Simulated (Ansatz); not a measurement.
Ta-181 nuclear quadrupole resonance in TaN

Cell: an entry of the Crystallography Open Database (COD), its atoms then relaxed with PBE in this cell.

```yaml
crystal:
  lattice:
    - [2.93800, 0.00000, 0.00000]
    - [-1.46900, 2.54438, 0.00000]
    - [0.00000, 0.00000, 2.88300]
  atoms:
    - { symbol: Ta, position: [0.33333, 0.66667, 0.50000] }
    - { symbol: N, position: [0.00000, 0.00000, 0.00000] }
```

Sites (sets of like atoms) are named by element and the number of their first atom in this list.

The numbers come from a DFT calculation in Ansatz (LDA, plane waves and PAW, scalar-relativistic, collinear spin, 420 eV cutoff, Γ-centred 18×18×16 k-points, Fermi–Dirac smearing 0.05 eV). Start moments as typed (μB): 2 on each Ta, none on the rest.

Ta-181: I = 7/2, Q = 3170 mb (year-2017 value). Static lattice, zero field.

(1) The simulated lines lie at 27.4, 54.8, 82.2 MHz. What are |C_Q|, η and |V_zz| at Ta?

## Answers

(1) For I = 7/2 and η = 0 the lines are |C_Q|/14 times 1, 2 and 3; η shifts the lowest up most. Here |C_Q| = 383 MHz, η = 0.00 and |V_zz| = 5.00 × 10²¹ V/m². The calculation gives V_zz positive; the lines don't show the sign. The site has 6 N at 2.23 Å.

An axis of threefold or higher order runs through Ta, so V_zz lies along it and η is zero.

At this cell the LDA pressure is -12 GPa, so with LDA the cell would shrink if it were relaxed. The run finds no gap above 0.1 eV (a metal, or nearly one), so the gradients can move by 10 % or more with the k-mesh. Without spin–orbit coupling the gradients at and beside Ta can be off by some per cent, at some sites by more. Semilocal functionals make gaps too small and can close them, so the real compound need not be a metal. The start moments die out, and the run ends without spin.
